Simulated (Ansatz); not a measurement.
BN (F-43m), a sublattice moved along a line

Theory: Ansatz 0.2.0, DFT r2SCAN, scalar-relativistic, plane waves, PAW. The runs took a 500 eV cutoff, a Γ-centred 12×12×12 mesh and Gaussian smearing (0.05 eV). No spin polarisation. Energies are free energies at this smearing, counted from the undisturbed cell; pressure is positive in compression.

Reference structure (as given, not relaxed at this level; it stands at -5.2 GPa):

```
CELL_PARAMETERS angstrom
0.00000 1.81300 1.81300
1.81300 0.00000 1.81300
1.81300 1.81300 0.00000
ATOMIC_POSITIONS crystal
B 0.00000 0.00000 0.00000
N 0.75000 0.75000 0.75000
```

Every N atom is moved by x along the Cartesian unit vector (0.000, 1.000, 0.000); the cell and all other atoms stay fixed.

```
  x (Å)  ΔE (meV/cell) force along x on the moved atoms (eV/Å) pressure (GPa) gap on the mesh (eV)
-0.5000         2222.2                                     6.24            53.3                  1.39
-0.2500          690.4                                     5.14            12.1                  2.92
 0.0000            0.0                                     0.00            -5.2                  4.99
 0.0625           46.0                                    -1.47            -4.0                  4.41
 0.1250              ?                                    -2.86            -0.7                     ?
 0.1875          400.1                                    -4.11             4.7                  3.35
 0.3125         1037.2                                    -5.91            21.0                  2.52
 0.3750         1422.0                                    -6.35            31.1                  2.15
 0.4375              ?                                    -6.45               ?                  1.83
```

By symmetry 0.5000 repeats -0.5000, -0.3750 repeats 0.3750, 0.2500 repeats -0.2500, -0.1250 repeats 0.1250 in energy, with the opposite slope along the path.

Give the withheld values.

ΔE (meV/cell) at x (Å) = 0.1250: 181.6; gap on the mesh (eV) at x (Å) = 0.1250: 3.85; ΔE (meV/cell) at x (Å) = 0.4375: 1823.9; pressure (GPa) at x (Å) = 0.4375: 42.1.